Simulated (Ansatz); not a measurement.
# Si: the cost of one run

Computed with Ansatz 0.2.0 (DFT PBE, scalar-relativistic, plane waves, PAW, unless a step's input says otherwise).

1 further run of the same task is left out (it didn't finish).

### Step 1. The starting structure

It takes space group I4/mmm (No. 139, tetragonal). Conventional cell: a = 6.651 Å, b = 6.651 Å, c = 3.845 Å, α = 90.00°, β = 90.00°, γ = 90.00°. Around Si (site symmetry m2m) lie 4 Si at 2.34 to 2.38 Å.

Structure file:

```cif
data_structure
_symmetry_space_group_name_H-M 'P 1'
_symmetry_Int_Tables_number 1
_cell_length_a 3.8448
_cell_length_b 5.0806
_cell_length_c 5.0806
_cell_angle_alpha 81.769
_cell_angle_beta 67.767
_cell_angle_gamma 67.767
_cell_volume 85.04
loop_
_atom_site_label
_atom_site_type_symbol
_atom_site_fract_x
_atom_site_fract_y
_atom_site_fract_z
_atom_site_occupancy
Si1 Si 0.17880 0.00000 0.64240 1
Si2 Si 0.82120 0.00000 0.35760 1
Si3 Si 0.82120 0.35760 0.00000 1
Si4 Si 0.17880 0.64240 0.00000 1
```

The structure comes from the Materials Project (structure only).

### Step 2. Ground state at the listed geometry

The input, input.yaml:

```yaml
crystal:
  lattice:
    - [0.0, 0.0, 3.84477132]
    - [-3.32544429, 3.32544429, 1.92238566]
    - [-3.32544429, -3.32544429, 1.92238566]
  atoms:
    - { symbol: Si, position: [0.17880106, 0.0, 0.64239788] }
    - { symbol: Si, position: [0.82119894, 0.0, 0.35760212] }
    - { symbol: Si, position: [0.82119894, 0.35760212, 0.0] }
    - { symbol: Si, position: [0.17880106, 0.64239788, 0.0] }
basis:
  ecutwfc: 500
  fft_grid_basis: typed
kpoints:
  mp_grid: { grid: [10, 10, 10] }
hamiltonian:
  xc: pbe
  pseudopotentials: { kind: paw }
scf:
  occupations: { method: gaussian, width: 0.05 }
output:
  forces: true
  stress: true
  eigenvalues: true
  bader: true
  write_density: true
  volumetric_format: npy
  elf: true
```

Command:

```console
ansatz run input.yaml --threads 2 --pin off --max-ram 4096MiB --backend cpu --events-out ev --progress --plain --runs-dir out
```

What time and memory should one allow on 2 threads of Arm Neoverse N1, shared host?

About 37 s, with a peak of 0.42 GiB.
